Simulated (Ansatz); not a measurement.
The system is CoO.

```
Co O
1.0
     0.00000    2.13150    2.13150
     2.13150    0.00000    2.13150
     2.13150    2.13150    0.00000
Co O
1 1
Direct
  0.00000 0.00000 0.00000
  0.50000 0.50000 0.50000
```

- Program: Ansatz 0.2.0
- Task: relaxation of cell and atoms
- Functional: RPBE
- Dispersion: D3(BJ)
- Potentials or basis: all-electron LAPW, scalar-relativistic
- Basis error allowed: 0.001 eV/atom
- k mesh: 11 × 11 × 11
- Occupations: fermi-dirac, width 0.05 eV
- Spin: collinear spin, ferromagnetic start
- Starting moments: [2.0, 0.0] μB

At the start: volume 9.68 Å³/atom.

**Question.** How do energy, volume and symmetry change on relaxing?

**Answer.** Over 7 steps the energy falls by 3.7 meV/atom and the volume is 9.63 Å³/atom (-0.5 %); space group Fm-3m (No. 225, to 0.05 Å); moment 2.94 μB per cell.

The path:
| step | energy change (eV) | largest force (eV/Å) | volume (Å³) |
| --- | --- | --- | --- |
| 1 | 0.0000 | 0.0000 | 19.37 |
| 2 | -0.0011 | 0.0000 | 19.36 |
| 3 | -0.0069 | 0.0000 | 19.25 |
| 4 | -0.0074 | 0.0000 | 19.27 |
| 5 | -0.0074 | 0.0000 | 19.27 |
| 6 | -0.0074 | 0.0000 | 19.27 |
| 7 | -0.0074 | 0.0000 | 19.27 |

Final structure:
```
Co O
1.0
     0.00000    2.12781    2.12781
     2.12781    0.00000    2.12781
     2.12781    2.12781    0.00000
Co O
1 1
Direct
  0.00000 0.00000 0.00000
  0.50000 0.50000 0.50000
```

Caveat: a cell with one magnetic atom can't hold antiferromagnetic order, which such compounds often take.
